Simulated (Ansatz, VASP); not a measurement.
**Sb in VASP and in Ansatz**

The input INCAR:

```
PREC = Accurate ; ENCUT = 520
EDIFF = 1E-6 ; ISMEAR = -1
SIGMA = 0.05 ; LREAL = False
LASPH = True ; NELM = 100
ALGO = Normal ; ISIF = 2
LWAVE = False ; LCHARG = True
GGA = PS ; LELF = True
LVHAR = True ; NBANDS = 8
```

File KPOINTS:

```
regular mesh
0
Gamma
  12 12 12
```

POSCAR

```
Sb
1.0
    0.0000000000      2.2972909123      2.2972909123
    2.2972909123      0.0000000000      2.2972909123
    2.2972909123      2.2972909123      0.0000000000
Sb
1
Direct
    0.0000000000      0.0000000000      0.0000000000
```

Input for Ansatz:

```yaml
crystal:
  lattice:
    - [0.0, 2.2972909123, 2.2972909123]
    - [2.2972909123, 0.0, 2.2972909123]
    - [2.2972909123, 2.2972909123, 0.0]
  atoms:
    - { symbol: Sb, position: [0.0, 0.0, 0.0] }
kpoints:
  mp_grid: { grid: [12, 12, 12] }
  band_path:
    path:
      - [0.0, 0.0, 0.0]
      - [0.5, 0.0, 0.5]
      - [0.625, 0.25, 0.625]
      - [0.375, 0.375, 0.75]
      - [0.0, 0.0, 0.0]
      - [0.5, 0.5, 0.5]
      - [0.5, 0.25, 0.75]
      - [0.5, 0.0, 0.5]
    npoints: 5
scf:
  occupations: { method: fermi_dirac, width: 0.05 }
hamiltonian:
  xc: pbesol
  pseudopotentials: { kind: all_electron, lapw: { basis_error: 0.001 } }
output:
  forces: true
  stress: true
  eigenvalues: true
```

Change from the starting cell: volume scaled by 0.99.

Alike in both runs: task single point; functional PBEsol; k mesh 12 × 12 × 12; occupations fermi-dirac, width 0.05 eV; no spin polarisation.

```csv
,VASP,Ansatz
version,VASP 6.6.1,Ansatz 0.2.0
potentials or method,"VASP PAW PBE potentials, release 64 (Sb)","all-electron LAPW, scalar-relativistic"
plane-wave cutoff (eV),520,see its input
```

|  | VASP | Ansatz | Ansatz less VASP |
| --- | --- | --- | --- |
| pressure (GPa) | 6.1 | 6.1 | -0.03 |

Ansatz ran all-electron here, so the differences hold the error of VASP's frozen core and of both bases.

Caveats: the PAW data sets were made with another functional, which shifts forces and pressure a little (VASP). The runs have no spin-orbit coupling, so splittings on Sb are missing.
